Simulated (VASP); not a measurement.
A run of VASP 6.6.1 is set up as follows.

The input INCAR:

```
PREC     = Accurate       # precision mode
ENCUT    = 520            # plane-wave cutoff, eV
EDIFF    = 1E-6           # SCF threshold, eV
ISMEAR   = 1              # smearing method
SIGMA    = 0.1            # smearing width, eV
LREAL    = False          # projectors in reciprocal space
LASPH    = True           # aspherical terms in the spheres
NELM     = 80             # most SCF steps
ALGO     = Normal         # electronic algorithm
ISIF     = 2              # what is computed and relaxed
LWAVE    = False          # write WAVECAR
LCHARG   = False          # write CHGCAR
LMAXMIX  = 4              # l up to which the mixer works
NBANDS   = 19             # bands
KPAR     = 4
```

The input KPOINTS:

```
Automatic mesh
0
Gamma
  12 12 6
```

The input POSCAR:

```
TiSe2                                   
1.0
    3.4835335887     -0.0000000000      0.0000000000
   -1.7417667943      3.0168285828     -0.0000000000
    0.0000000000      0.0000000000      5.8570485974
  Ti              Se            
     1     2
Direct
     0.0000000000000000    0.0000000000000000    0.0000000000000000
     0.3333333332999970    0.6666666667000030    0.2651999706857799
     0.6666666667000030    0.3333333332999970    0.7348000293142201
```

The input KPOINTS_OPT:

```
explicit points
213
Reciprocal
 0.0000000000  0.0000000000  0.0000000000 1
 0.0357142857  0.0000000000  0.0000000000 1
 0.0714285714  0.0000000000  0.0000000000 1
 0.1071428571  0.0000000000  0.0000000000 1
 0.1428571429  0.0000000000  0.0000000000 1
 0.1785714286  0.0000000000  0.0000000000 1
[... 205 lines left out ...]
 0.5000000000  0.0000000000  0.0334448200 1
 0.5000000000  0.0000000000 -0.0334448200 1
```

Potentials or basis: VASP PAW LDA potentials, release 64 (Ti_sv, Se).

Command:

```console
$ cat potpaw_LDA.64/Ti_sv/POTCAR potpaw_LDA.64/Se/POTCAR > POTCAR
$ mpirun -np 4 vasp_std > vasp.out
```

Task: Predict the largest force.

Result: 0.310 eV/Å.

Task: Estimate the band gap along the path.

Result: None (metal or under the smearing width).

Task: Estimate the pressure.

Result: -3.0 GPa.

Levels at the corners of the path, in eV from the Fermi level:
```csv
point,band 9,band 10,band 11,band 12,band 13,band 14,band 15,band 16
Γ,-2.21,0.43,0.50,0.50,0.55,0.66,0.66,3.33
M,-2.89,-2.84,-2.19,-1.38,0.04,1.45,1.87,3.24
M,-2.89,-2.84,-2.19,-1.38,0.04,1.45,1.87,3.24
K,-4.09,-2.64,-2.64,-2.35,1.21,1.74,1.74,2.64
K,-4.09,-2.64,-2.64,-2.35,1.21,1.74,1.74,2.64
Γ,-2.21,0.43,0.50,0.50,0.55,0.66,0.66,3.33
Γ,-2.21,0.43,0.50,0.50,0.55,0.66,0.66,3.33
A,-2.12,-2.12,0.33,0.33,0.48,0.48,1.26,3.79
A,-2.12,-2.12,0.33,0.33,0.48,0.48,1.26,3.79
L,-2.78,-2.51,-1.05,-0.79,-0.27,1.45,1.84,3.09
L,-2.78,-2.51,-1.05,-0.79,-0.27,1.45,1.84,3.09
H,-3.78,-3.38,-2.05,-2.05,1.22,1.24,1.24,3.66
H,-3.78,-3.38,-2.05,-2.05,1.22,1.24,1.24,3.66
A,-2.12,-2.12,0.33,0.33,0.48,0.48,1.26,3.79
L,-2.78,-2.51,-1.05,-0.79,-0.27,1.45,1.84,3.09
M,-2.89,-2.84,-2.19,-1.38,0.04,1.45,1.87,3.24
K,-4.09,-2.64,-2.64,-2.35,1.21,1.74,1.74,2.64
H,-3.78,-3.38,-2.05,-2.05,1.22,1.24,1.24,3.66
```
